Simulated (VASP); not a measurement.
Set up this calculation in VASP 6.6.1, as the native input.

```
Task                   : relaxation of cell and atoms
Functional             : RPBE
Potentials or basis    : VASP PAW PBE potentials, release 64 (Ba_sv)
Cutoff                 : 600 eV
k mesh                 : 12 × 12 × 12
Occupations            : gaussian, width 0.1 eV
Spin                   : no spin polarisation
Further INCAR settings : ALGO = Normal; EDIFF = 1e-07; IBRION = 2; EDIFFG = -0.005; NSW = 90; ISIF = 3
```

The structure of Ba lies in POSCAR:

```
Ba
1.0
   -2.5125000000      2.5125000000      2.5125000000
    2.5125000000     -2.5125000000      2.5125000000
    2.5125000000      2.5125000000     -2.5125000000
Ba
1
Direct
    0.0000000000      0.0000000000      0.0000000000
```

The input as run:

INCAR

```
PREC = Accurate ; ENCUT = 600
EDIFF = 1E-7 ; ISMEAR = 0
SIGMA = 0.1 ; LREAL = F
LASPH = T ; NELM = 60
ALGO = Normal ; ISIF = 3
LWAVE = F ; LCHARG = F
GGA = RP ; IBRION = 2
NSW = 90 ; EDIFFG = -0.005
```

KPOINTS

```
Automatic mesh
0
Gamma
  12 12 12
```

Potentials or basis: VASP PAW PBE potentials, release 64 (Ba_sv).

Run with:

```bash
$ cat potpaw_PBE.64/Ba_sv/POTCAR > POTCAR
$ mpirun -np 1 vasp_std > vasp.out
```

Results of the run:

The relaxed volume is 68.78 Å³/atom, the relaxed cell is a = 4.470 Å, b = 4.470 Å, c = 4.470 Å, α = 109.47°, β = 109.47°, γ = 109.47° and the space group after relaxing (to 0.05 Å) is Im-3m (No. 229). The energy gained by relaxing is 11.2 meV/atom, the ionic steps are 4 and the pressure after relaxing is 0.0 GPa. The band gap on the k mesh is none (metal or under the smearing width).

Caveat: the PAW data sets were made with another functional, which shifts forces and pressure a little.

Run time: 87 s on 1 thread of AMD EPYC 9R45 (Zen 5) (shared host), peak memory 0.2 GiB.
